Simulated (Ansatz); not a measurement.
Runs of Ansatz 0.2.0 on TiO2 (Anatase). Symmetry: I4_1/amd, No. 141, tetragonal system. Conventional cell: a = 3.784 Å, b = 3.784 Å, c = 9.515 Å, α = 90.00°, β = 90.00°, γ = 90.00°. Around Ti (site symmetry -4m2) lie 6 O at 1.93 to 1.98 Å. Around O (site symmetry 2mm) lie 3 Ti at 1.93 to 1.98 Å. 

```tsv
task	level	cell	smearing	gap on the mesh (eV)	pressure (GPa)	relaxed volume (Å³/atom)	largest force (eV/Å)
relaxation of cell and atoms	revPBE+D3(BJ)	relaxed	fermi-dirac 0.05 eV	2.12	0.0	11.41	0.01
single point	PBE	as given	gaussian 0.015 eV	2.14	5.2	-	0.10
relaxation of cell and atoms	revPBE+D4	relaxed	fermi-dirac 0.05 eV	(d)	0.0	11.37	-
relaxation of cell and atoms	BLYP+D3(BJ)	relaxed	fermi-dirac 0.05 eV	2.09	0.0	11.46	-
single point	RPBE	as given	gaussian 0.05 eV	2.18	9.8	-	(b)
relaxation of cell and atoms	RPBE+D4	relaxed	fermi-dirac 0.05 eV	(a)	0.0	11.42	-
relaxation of cell and atoms	BLYP+D4	relaxed	fermi-dirac 0.05 eV	2.12	0.0	(c)	-
single point	PBEsol	as given	gaussian 0.02 eV	2.09	-1.1	-	0.01
```

Alike in all rows: potentials or basis Ansatz PAW; no spin polarisation; k mesh 10 × 10 × 10; cutoff (eV) 420.

Problem. Fill in the values left out.

Solution. (a) 2.16; (b) 0.17; (c) 11.54; (d) 2.15.

Caveats: the PAW data sets come from PBE, with cores solved anew for the run's functional, which leaves a small shift of forces and pressure (some runs); the plane-wave basis is chosen anew once the cell has moved, so the energies of steps on either side of that aren't comparable (some runs).

A k mesh can miss the band edges.
